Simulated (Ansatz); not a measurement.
**MnSi: course of a relaxation**

Level of theory: DFT PBEsol, scalar-relativistic, plane waves, PAW in Ansatz 0.2.0. Settings: 420 eV cutoff, 16×16×16 k-mesh, Gaussian smearing of 0.10 eV, no spin polarisation.

What was changed in MnIr: Ir → Si on all its sites, cell and atoms relaxed.

Input:

```yaml
crystal:
  lattice:
    - [2.753287873, 0.0, 0.0]
    - [0.0, 2.753287873, 0.0]
    - [0.0, 0.0, 2.7909599784]
  atoms:
    - { symbol: Mn, position: [0.5, 0.5, 0.5] }
    - { symbol: Si, position: [0.0, 0.0, 0.0] }
basis:
  ecutwfc: 420
kpoints:
  mp_grid: { grid: [16, 16, 16] }
hamiltonian:
  xc: pbesol
scf:
  occupations: { method: gaussian, width: 0.1 }
output:
  forces: true
  stress: true
  eigenvalues: true
relax:
  adjacent_minimum: "off"
  f_tol: 0.01
  max_steps: 60
  cell: { stress_tol: 0.1 }
```

F is the free energy. Steps run on the plane waves of an earlier cell, but the last one, and at times one on the way, on a freshly chosen basis, so a repeated geometry can differ a little in energy.

Steps:

```
step F − F(1) (eV) largest force component (eV/Å) V (Å³/atom) P (GPa)
   1         0.0000                           0.000       10.579     0.38
   2        -0.0012                           0.000       10.588     0.15
   3        -0.0015                           0.000       10.593     0.01
   4        -0.0015                           0.000       10.593     0.01
```

Relaxed structure:

```
CELL_PARAMETERS angstrom
2.76713 0.00000 0.00000
0.00000 2.76713 0.00000
0.00000 0.00000 2.76696
ATOMIC_POSITIONS crystal
Mn 0.50000 0.50000 0.50000
Si 0.00000 0.00000 0.00000
```

It takes space group Pm-3m (No. 221, cubic). Conventional cell: a = 2.767 Å, b = 2.767 Å, c = 2.767 Å, α = 90.00°, β = 90.00°, γ = 90.00°. Mn (site symmetry m-3m) is surrounded by 8 Si at 2.40 Å. Si (site symmetry m-3m) is surrounded by 8 Mn at 2.40 Å.

The run converged. The run took about 29 core-seconds.